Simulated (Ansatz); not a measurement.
# ZrSe2: the cost of one run

Computed with Ansatz 0.2.0 (DFT PBE, scalar-relativistic, plane waves, PAW, unless a step's input says otherwise).

1 further run of the same task is left out (it didn't finish).

## 1. The starting structure

Symmetry: P-3m1, No. 164, trigonal system. Conventional cell: a = 3.948 Å, b = 3.948 Å, c = 18.000 Å, α = 90.00°, β = 90.00°, γ = 120.00°. Zr (site symmetry -3m) has 6 Se at 2.78 Å as nearest neighbours. Around Se (site symmetry 3m) lie 3 Zr at 2.78 Å.

As a file:

```cif
data_structure
_symmetry_space_group_name_H-M 'P-3m1'
_symmetry_Int_Tables_number 164
_cell_length_a 3.9480
_cell_length_b 3.9480
_cell_length_c 18.0000
_cell_angle_alpha 90.000
_cell_angle_beta 90.000
_cell_angle_gamma 120.000
_cell_volume 242.97
loop_
_atom_site_label
_atom_site_type_symbol
_atom_site_symmetry_multiplicity
_atom_site_Wyckoff_symbol
_atom_site_fract_x
_atom_site_fract_y
_atom_site_fract_z
_atom_site_occupancy
Zr1 Zr 1 b 0.00000 0.00000 0.50000 1
Se1 Se 2 d 0.66667 0.33333 0.41178 1
```

A structure generator made this guess: species swapped into a sheet modelled on a layer of PrAs2, with Se on the As sites and Zr on the Pr sites. The dimensions are guesses.

Only a and b are periodic; c spans vacuum, so the box's volume, pressure and space group aren't properties of the sheet.

## 2. Probe: one point on a coarse mesh

Input file input.yaml:

```yaml
crystal:
  lattice:
    - [3.94795019, 0.0, 0.0]
    - [-1.97397509, 3.41902526, 0.0]
    - [0.0, 0.0, 18.0]
  atoms:
    - { symbol: Zr, position: [0.0, 0.0, 0.5] }
    - { symbol: Se, position: [0.66666667, 0.33333333, 0.41178074] }
    - { symbol: Se, position: [0.33333333, 0.66666667, 0.58821926] }
  periodic: [true, true, false]
basis:
  ecutwfc: 420
kpoints:
  mp_grid: { grid: [6, 6, 1] }
hamiltonian:
  xc: pbe
scf:
  occupations: { method: gaussian, width: 0.1 }
  lower_state_search: "off"
output:
  forces: true
  stress: true
  eigenvalues: true
```

The run is started by

```bash
$ ansatz run input.yaml --threads 1 --pin off --max-ram 2048MiB --backend cpu --events-out ev --progress --plain --runs-dir out
```

Q: Estimate wall time and peak memory on 1 thread of Arm Neoverse V1, shared host.

About 5 s, with a peak of 0.53 GiB.
